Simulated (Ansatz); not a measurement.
## Relaxation of Si47C

Method: Ansatz, DFT PBE, scalar-relativistic, plane waves, PAW. (420 eV cutoff, 2×2×2 k-mesh, shifted by half a step, Gaussian smearing of 0.02 eV, collinear spin)

What was changed: C on a Si site (Wyckoff letter f), charge +1, atoms relaxed at the host's cell.

The starting moments were lost, and the run ended without a moment.

In a supercell of 48 atoms the defect feels its periodic images.

Command:

```bash
ansatz run input.yaml --threads 4 --pin off --max-ram 6144MiB --backend cpu --events-out ev --progress --plain --runs-dir out
```

Input:

```yaml
crystal:
  lattice:
    - [7.7025612697, 1.0e-10, -6.3650227274]
    - [-3.8512806348, -6.6706137338, -6.3650227274]
    - [-3.8512806349, 6.6706137337, -6.3650227274]
  atoms:
    - { symbol: C, position: [0.1457273412, 0.4790606745, 0.3123940078], spin: 0.2 }
    - { symbol: Si, position: [0.306462483, 0.6407608012, 0.9848788445] }
    - { symbol: Si, position: [0.9830034447, 0.3181444227, 0.6395670333] }
    - { symbol: Si, position: [0.8182121779, 0.6397958164, 0.4740941345] }
    - { symbol: Si, position: [0.4729003666, 0.316336778, 0.1514777561] }
    - { symbol: Si, position: [0.6438499055, 0.4785373273, 0.814080723] }
    - { symbol: Si, position: [0.3074274678, 0.1515455112, 0.4731291497] }
    - { symbol: Si, position: [0.9848110894, 0.8062337, 0.1496701114] }
    - { symbol: Si, position: [0.145203994, 0.9807473896, 0.8105165722] }
    - { symbol: Si, position: [0.6474140563, 0.9771832389, 0.3118706606] }
    - { symbol: Si, position: [0.8126169633, 0.1459502966, 0.97928363] }
    - { symbol: Si, position: [0.4808576427, 0.8141909761, 0.6475243094] }
    - { symbol: Si, position: [0.1472205704, 0.3171003219, 0.9861567699] }
    - { symbol: Si, position: [0.3086880728, 0.4789015408, 0.6368327652] }
    - { symbol: Si, position: [0.9837669886, 0.1528234366, 0.3138872371] }
    - { symbol: Si, position: [0.8194901033, 0.4805539038, 0.1504336552] }
    - { symbol: Si, position: [0.4788681582, 0.1470404496, 0.8118845374] }
    - { symbol: Si, position: [0.6457718019, 0.3107779095, 0.4791034755] }
    - { symbol: Si, position: [0.3124368088, 0.9791051352, 0.1441112428] }
    - { symbol: Si, position: [0.9774445762, 0.6457701421, 0.8124384686] }
    - { symbol: Si, position: [0.1455682075, 0.8034994318, 0.4753547394] }
    - { symbol: Si, position: [0.6452178707, 0.8122014916, 0.9803737829] }
    - { symbol: Si, position: [0.8137071163, 0.9785512041, 0.6455348249] }
    - { symbol: Si, position: [0.4701660985, 0.6420214061, 0.3122348741] }
    - { symbol: Si, position: [0.0383951432, 0.3717284765, 0.2050618099], spin: 0.2 }
    - { symbol: Si, position: [0.1867024873, 0.5200300797, 0.849747871] }
    - { symbol: Si, position: [0.8553081775, 0.1881868042, 0.5224342271] }
    - { symbol: Si, position: [0.6830812043, 0.5200358206, 0.353363413] }
    - { symbol: Si, position: [0.3557675605, 0.1886415108, 0.0215201375] }
    - { symbol: Si, position: [0.5183321159, 0.3551716697, 0.6859858227] }
    - { symbol: Si, position: [0.1866967464, 0.0164145376, 0.353369154] }
    - { symbol: Si, position: [0.8548534709, 0.6891008938, 0.0219748442] }
    - { symbol: Si, position: [0.0218383363, 0.8526524894, 0.6849987825] }
    - { symbol: Si, position: [0.519319156, 0.8516654492, 0.188505003] }
    - { symbol: Si, position: [0.687441931, 0.0207752643, 0.8541085976] }
    - { symbol: Si, position: [0.356594462, 0.6899277953, 0.5232611286] }
    - { symbol: Si, position: [0.0232740967, 0.1931614396, 0.8542367676] }
    - { symbol: Si, position: [0.181508761, 0.3717014624, 0.4902505293], spin: 0.2 }
    - { symbol: Si, position: [0.8598281063, 0.0209034343, 0.1899407634] }
    - { symbol: Si, position: [0.687570101, 0.3566074301, 0.0264947729] }
    - { symbol: Si, position: [0.3526548172, 0.0265553088, 0.6845935791] }
    - { symbol: Si, position: [0.520894557, 0.1851752583, 0.3548293262] }
    - { symbol: Si, position: [0.1881626595, 0.8542278903, 0.0185085916] }
    - { symbol: Si, position: [0.851841925, 0.5214959928, 0.6875612236] }
    - { symbol: Si, position: [0.0383681291, 0.6569171959, 0.3481754277], spin: 0.2 }
    - { symbol: Si, position: [0.5179269124, 0.6859881506, 0.8598886421] }
    - { symbol: Si, position: [0.6932219754, 0.8512602458, 0.5193214839] }
    - { symbol: Si, position: [0.3235838626, 0.5148420944, 0.2050347957], spin: 0.2 }
  host:
    lattice:
      - [3.8512806348, 0.0, 0.0]
      - [-1.9256403174, 3.3353068669, 0.0]
      - [0.0, 0.0, 6.3650227274]
    atoms:
      - { symbol: Si, position: [0.3333333333, 0.6666666667, 0.0629309403] }
      - { symbol: Si, position: [0.6666666667, 0.3333333333, 0.5629309403] }
      - { symbol: Si, position: [0.3333333333, 0.6666666667, 0.4370690597] }
      - { symbol: Si, position: [0.6666666667, 0.3333333333, 0.9370690597] }
total_charge: 1
basis:
  ecutwfc: 420
  xc_grid: 2
kpoints:
  mp_grid: { grid: [2, 2, 2], shift: [0.5, 0.5, 0.5] }
hamiltonian:
  xc: pbe
scf:
  occupations: { method: gaussian, width: 0.02 }
output:
  forces: true
  stress: false
  eigenvalues: true
  populations: true
  charged_corrections:
    defect_position: [0.14568969, 0.47902302, 0.31235635]
    epsilon: [[12.6179, 0.0, 0.0], [0.0, 12.6179, 0.0], [0.0, 0.0, 13.7065]]
  write_density: true
  write_potential: true
  elf: true
  volumetric_format: npy
magnetization:
  spin_polarized: true
relax:
  adjacent_minimum: "off"
  f_tol: 0.025
  max_steps: 45
```

F is the free energy.

Steps:

```csv
step,F − F(1) (eV),largest force component (eV/Å)
1,0.0000,0.126
2,-0.0097,0.061
3,-0.0102,0.033
4,-0.0102,0.005
```

Relaxed structure:

```
CELL_PARAMETERS angstrom
7.70256 0.00000 -6.36502
-3.85128 -6.67061 -6.36502
-3.85128 6.67061 -6.36502
ATOMIC_POSITIONS crystal
C 0.14535 0.47868 0.31201
Si 0.30645 0.64046 0.98467
Si 0.98305 0.31800 0.63964
Si 0.81800 0.63978 0.47379
Si 0.47297 0.31638 0.15133
Si 0.64365 0.47843 0.81414
Si 0.30712 0.15133 0.47311
Si 0.98466 0.80630 0.14972
Si 0.14509 0.98080 0.81032
Si 0.64747 0.97699 0.31176
Si 0.81260 0.14593 0.97927
Si 0.48076 0.81410 0.64743
Si 0.14688 0.31697 0.98609
Si 0.30822 0.47881 0.63614
Si 0.98364 0.15275 0.31355
Si 0.81942 0.48021 0.15030
Si 0.47853 0.14674 0.81165
Si 0.64538 0.31061 0.47901
Si 0.31234 0.97872 0.14395
Si 0.97728 0.64568 0.81205
Si 0.14547 0.80281 0.47488
Si 0.64498 0.81186 0.98007
Si 0.81341 0.97832 0.64520
Si 0.46947 0.64155 0.31214
Si 0.03870 0.37203 0.20537
Si 0.18710 0.52029 0.84983
Si 0.85572 0.18857 0.52276
Si 0.68317 0.52043 0.35363
Si 0.35609 0.18905 0.02190
Si 0.51828 0.35564 0.68645
Si 0.18696 0.01650 0.35376
Si 0.85524 0.68942 0.02238
Si 0.02230 0.85312 0.68494
Si 0.51978 0.85161 0.18897
Si 0.68778 0.02111 0.85445
Si 0.35687 0.69020 0.52354
Si 0.02326 0.19338 0.85461
Si 0.18154 0.37185 0.49004
Si 0.86005 0.02128 0.18993
Si 0.68795 0.35659 0.02671
Si 0.35287 0.02650 0.68454
Si 0.52101 0.18525 0.35497
Si 0.18831 0.85434 0.01858
Si 0.85192 0.52164 0.68768
Si 0.03851 0.65670 0.34821
Si 0.51787 0.68621 0.85983
Si 0.69316 0.85120 0.51954
Si 0.32337 0.51487 0.20518
```

The run converged. Time: 2.2 min on 4 threads of Arm Neoverse V1, with other jobs on the host, peak memory 2.8 GiB.